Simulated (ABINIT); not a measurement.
# Cu (P-1) in ABINIT: single point with LDA

Aim: the single point of Cu with LDA.

Program: ABINIT 10.8.3 (patched build). These are calculated values, not measurements. Logs are shortened: lines on timing, memory, paths and dates and some standing lists are left out, and cuts for length are marked. The log counts tension as positive stress, the text compression.

## (1) Starting point

The typed cell holds 1 atom: a = 2.565 Å, b = 2.598 Å, c = 2.506 Å, α = 59.95°, β = 60.31°, γ = 59.68°.

## (2) Single point, LDA

run.abi

```
# Pseudopotentials
pp_dirpath "./"
pseudos "Cu.hgh"

# Structure
acell 2.5649003686 2.5984038594 2.50629067 Angstrom
rprim
    -0.0017254393     0.6972710488     0.7168054878
     0.7015487348    -0.0067298084     0.7125897013
     0.7113373686     0.7027928728     0.0090180961
ntypat 1
znucl 29
natom 1
typat 1
xred
     0.0000000000     0.0000000000     0.0000000000
chkprim 0
chksymtnons 0
tolsym 1.0e-6

# Plane-wave basis
ecut 15.0

# k points
kptopt 1
ngkpt 10 9 10
nshiftk 1
shiftk 0.0 0.0 0.0

# Exchange and correlation
ixc 7

# Bands and occupations
nband 5
occopt 3
tsmear 0.05 eV

# SCF cycle
nstep 100
tolvrs 1.0e-10

# Output
iomode 3
prtwf 0
prteig 0
prtebands 0
enunit 1
prtden 1
prtvha 1
prtvclmb 1
prtpot 1
prtelf 1
```

Potentials or basis: HGH LDA.

Command:

```bash
mpirun --bind-to none -np 4 abinit run.abi > log 2>&1
```

run.abo:

```text
.Version 10.8.3 of ABINIT
 Symmetries : space group P-1 (#  2); Bravais aP (primitive triclinic)
================================================================================
 Values of the parameters that define the memory need of the present run
     intxc =       0    ionmov =       0      iscf =       7    lmnmax =       6
     lnmax =       6     mgfft =      18  mpssoang =       3    mqgrid =    3001
     natom =       1  nloc_mem =       1    nspden =       1   nspinor =       1
    nsppol =       1      nsym =       2    n1xccc =       0    ntypat =       1
    occopt =       3   xclevel =       1
       mpw =         229          nfft =        5832          nkpt =         452
================================================================================
================================================================================

--------------------------------------------------------------------------------
------------- Echo of variables that govern the present computation ------------
--------------------------------------------------------------------------------
 -outvars: echo values of preprocessed input variables --------
            acell      4.8469592369E+00  4.9102716588E+00  4.7362029582E+00 Bohr
              amu      6.35460000E+01
          chkprim           0
      chksymtnons           0
             ecut      1.50000000E+01 Hartree
           enunit           1
                       outvar_i_n : Printing only first  50 k-points.
              ixc           7
                       outvar_i_n : Printing only first  50 k-points.
         kptrlatt       10    0    0      0    9    0      0    0   10
          kptrlen      4.41924449E+01
            natom           1
            nband           5
            ngfft          18      18      18
             nkpt         452
            nstep         100
             nsym           2
           ntypat           1
                       prtocc : prtvol=0, do not print more k-points.
           occopt           3
        prtebands           0
           prteig           0
           prtelf           1
           prtpot           1
         prtvclmb           1
           prtvha           1
            prtwf           0
            rprim     -1.7254393000E-03  6.9727104880E-01  7.1680548780E-01
                       7.0154873480E-01 -6.7298084000E-03  7.1258970130E-01
                       7.1133736860E-01  7.0279287280E-01  9.0180961000E-03
          spgroup           2
           tolsym      1.00000000E-06
           tolvrs      1.00000000E-10
           tsmear      1.83746611E-03 Hartree
            typat      1
                       outvars : Printing only first  50 k-points.
            znucl       29.00000

================================================================================

 chkinp: Checking input parameters for consistency.

================================================================================
== DATASET  1 ==================================================================

--- !DatasetInfo
[... 81 lines left out ...]
lattice_volume:   7.9664668E+01
convergence: {deltae: -4.807E-14, res2:  1.732E-12, residm:  1.526E-05, diffor: null, }
etotal    :  -5.10482023E-01
entropy   :   0.00000000E+00
fermie    :  -1.58140415E-01
cartesian_stress_tensor: # hartree/bohr^3
- [  2.58094326E-03,  -2.07363546E-05,   7.66405133E-05, ]
- [ -2.07363546E-05,   2.54185019E-03,  -1.46721677E-05, ]
- [  7.66405133E-05,  -1.46721677E-05,   2.58630673E-03, ]
pressure_GPa:  -7.5603E+01
xred      :
- [  0.0000E+00,   0.0000E+00,   0.0000E+00, Cu]
cartesian_forces: # hartree/bohr
- [ -0.00000000E+00,  -0.00000000E+00,  -0.00000000E+00, ]
force_length_stats: {min:   0.00000000E+00, max:   0.00000000E+00, mean:   0.00000000E+00, }
...

 Integrated electronic density in atomic spheres:
 ------------------------------------------------
 Atom  Sphere_radius  Integrated_density
    1        2.00000          0.33686193
================================================================================

 ----iterations are completed or convergence reached----

 Mean square residual over all n,k,spin=   78.148E-10; max=  15.264E-06
 reduced coordinates (array xred) for    1 atoms
       0.000000000000      0.000000000000      0.000000000000
 rms dE/dt=  0.0000E+00; max dE/dt=  0.0000E+00; dE/dt below (all hartree)
    1       0.000000000000      0.000000000000      0.000000000000

 cartesian coordinates (angstrom) at end:
    1      0.00000000000000     0.00000000000000     0.00000000000000

 cartesian forces (hartree/bohr) at end:
    1     -0.00000000000000    -0.00000000000000    -0.00000000000000
 frms,max,avg= 0.0000000E+00 0.0000000E+00   0.000E+00  0.000E+00  0.000E+00 h/b

 cartesian forces (eV/Angstrom) at end:
    1     -0.00000000000000    -0.00000000000000    -0.00000000000000
 frms,max,avg= 0.0000000E+00 0.0000000E+00   0.000E+00  0.000E+00  0.000E+00 e/A
 length scales=  4.846959236894  4.910271658768  4.736202958218 bohr
              =  2.564900368600  2.598403859400  2.506290670000 angstroms
 Fermi (or HOMO) energy (eV) =  -4.30322   Average Vxc (eV)=  -7.36112
 Eigenvalues (   eV  ) for nkpt= 452  k points:
 kpt#   1, nband=  5, wtk=  0.00111, kpt=  0.0000  0.0000  0.0000 (reduced coord)
 -10.87121   25.07965   25.67088   26.67322   26.74990
 prteigrs : prtvol=0 or 1, do not print more k-points.

--- !EnergyTerms
iteration_state     : {dtset: 1, }
comment             : Components of total free energy in Hartree
kinetic             :  2.04625148581529E-01
hartree             :  1.81324381744982E-03
xc                  : -2.14170910463070E-01
Ewald energy        : -3.35586129451591E-01
psp_core            :  2.65320070706554E-02
local_psp           :  3.43095406610503E-02
non_local_psp       : -2.27935635469813E-01
internal            : -5.10412735253789E-01
'-kT*entropy'       : -6.92873376412568E-05
total_energy        : -5.10482022591430E-01
total_energy_eV     : -1.38909234883650E+01
band_energy         : -2.64115633770925E-01
...

 Cartesian components of stress tensor (hartree/bohr^3)
  sigma(1 1)=  2.58094326E-03  sigma(3 2)= -1.46721677E-05
  sigma(2 2)=  2.54185019E-03  sigma(3 1)=  7.66405133E-05
  sigma(3 3)=  2.58630673E-03  sigma(2 1)= -2.07363546E-05

-Cartesian components of stress tensor (GPa)         [Pressure= -7.5603E+01 GPa]
- sigma(1 1)=  7.59339724E+01  sigma(3 2)= -4.31670076E-01
- sigma(2 2)=  7.47838146E+01  sigma(3 1)=  2.25484175E+00
- sigma(3 3)=  7.60917710E+01  sigma(2 1)= -6.10084615E-01

== END DATASET(S) ==============================================================
================================================================================

 -outvars: echo values of variables after computation  --------
            acell      4.8469592369E+00  4.9102716588E+00  4.7362029582E+00 Bohr
           etotal     -5.1048202259E-01
            fcart     -0.0000000000E+00 -0.0000000000E+00 -0.0000000000E+00
            rprim     -1.7254393000E-03  6.9727104880E-01  7.1680548780E-01
                       7.0154873480E-01 -6.7298084000E-03  7.1258970130E-01
                       7.1133736860E-01  7.0279287280E-01  9.0180961000E-03
           strten      2.5809432638E-03  2.5418501944E-03  2.5863067283E-03
                      -1.4672167673E-05  7.6640513259E-05 -2.0736354578E-05
 Calculation completed.
```

Wall time 2.1 s (4 MPI ranks of Arm Neoverse V2, shared host); peak memory 0.24 GiB.

What came out:

| Quantity | Value |
| --- | --- |
| Free energy | -13.8909 eV |
| Pressure | -75.6 GPa |
| Band gap on the k mesh | none (metal or under the smearing width) |
| Valence electrons inside the program's atomic spheres | Cu 0.34 (radii [1.0584] Å) |

Levels at points of the mesh, in eV from the Fermi level:
```tsv
k point	band 1	band 2	band 3	band 4
(0.00, 0.00, 0.00)	-6.57	29.38	29.97	30.98
(0.50, 0.00, 0.00)	1.26	2.93	26.72	27.82
(0.00, 0.00, 0.50)	1.65	3.43	26.58	27.38
(0.50, 0.00, 0.50)	5.23	6.97	16.59	18.83
```

Caveat: a pressure of tens of GPa on the cell as given is suspect, and the run, the potentials or the cell itself is likely at fault; HGH potentials are hard and often keep d shells in the core, so these values are rough.
